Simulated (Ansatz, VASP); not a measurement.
## WS2 in VASP and in Ansatz

```
W S
1.0
     1.57900    0.91164    6.16333
    -1.57900    0.91164    6.16333
     0.00000   -1.82327    6.16333
W S
1 2
Direct
  0.00000 0.00000 0.00000
  0.75030 0.75030 0.75030
  0.58100 0.58100 0.58100
```

Measurements of this composition are mostly on another form, of space group No. 194.

Alike in both runs: task single point; functional PBEsol; k mesh 12 × 12 × 12; occupations gaussian, width 0.05 eV; no spin polarisation.

```csv
,VASP,Ansatz
version,VASP 6.6.1,Ansatz 0.2.0
potentials or method,"VASP PAW PBE potentials, release 64 (W_sv, S)","scalar-relativistic, plane waves, PAW"
plane-wave cutoff (eV),520,420
valence electrons in the cell,26,26
```

Ansatz gave:

```
gap on the k mesh at the Fermi level (eV)       : 0.97
least direct gap on the mesh (eV)               : 1.89
pressure (GPa)                                  : -0.6
largest component of the traceless stress (GPa) : 0.69
rms of the force components (eV/Å)              : 0.247
```

Question: Estimate VASP's values.

Answer: gap on the k mesh at the Fermi level (eV): 0.99; least direct gap on the mesh (eV): 1.89; pressure (GPa): -0.5; largest component of the traceless stress (GPa): 0.72; rms of the force components (eV/Å): 0.247.

Atom by atom the forces differ by 0.010 eV/Å (rms over components). With one functional, cell and mesh, what is left measures potentials, basis and numerics.

Caveats: the PAW data sets were made with another functional, which shifts forces and pressure a little (VASP); spin-orbit coupling is left out, which moves the levels of the heavy elements. PBEsol gaps usually lie below the measured ones, often by a third to a half. A k mesh can miss the band edges.
